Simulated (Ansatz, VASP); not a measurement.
AlNi3: VASP beside Ansatz

```
Ni Al
1.0
     3.52305    0.00000    0.00000
     0.00000    3.52305    0.00000
     0.00000    0.00000    3.52305
Ni Al
3 1
Cartesian
  1.7615 1.7615 0.0000
  1.7615 0.0000 1.7615
  0.0000 1.7615 1.7615
  0.0000 0.0000 0.0000
```

The cell is a database's computed one.

Alike in both runs: functional PBE; k mesh 6 × 6 × 6; occupations fermi-dirac, width 0.05 eV; collinear spin; Hubbard terms Ni d U = 5.0 eV.

|  | VASP | Ansatz |
| --- | --- | --- |
| version | VASP 6.6.1 | Ansatz 0.2.0 |
| potentials or method | VASP PAW PBE potentials, release 64 (Ni, Al) | Ansatz PAW |
| plane-wave cutoff (eV) | 520 | 420 |
| valence electrons in the cell | 33 | 57 |
| task | single point | density of states |

VASP gave:

```
gap on the k mesh at the Fermi level (eV)                     : none
pressure (GPa)                                                : -2.1
largest component of the traceless stress (GPa)               : 0.00
net moment per atom (μB)                                      : 0.21
size of the moment on the site where the two differ most (μB) : 0.03
```

Q: What did Ansatz give for the same quantities?

A: gap on the k mesh at the Fermi level (eV): none; pressure (GPa): 7.7; largest component of the traceless stress (GPa): 0.10; net moment per atom (μB): 0.21; size of the moment on the site where the two differ most (μB): 0.04.

Site moments also hang on the region over which each program counts them. The programs project onto different local orbitals, so the same U acts differently. A gap of «none» marks a metal or a gap that the smearing closes. The two sets of potentials don't hold the same shells in valence.

Caveats: the U is typed as a test and isn't derived for this compound; the magnetic or orbital state may not be the lowest (Ansatz); the density of states is complete only up to the lowest level of the last band computed (Ansatz). The state reached can hang on the start; a lower one may exist.
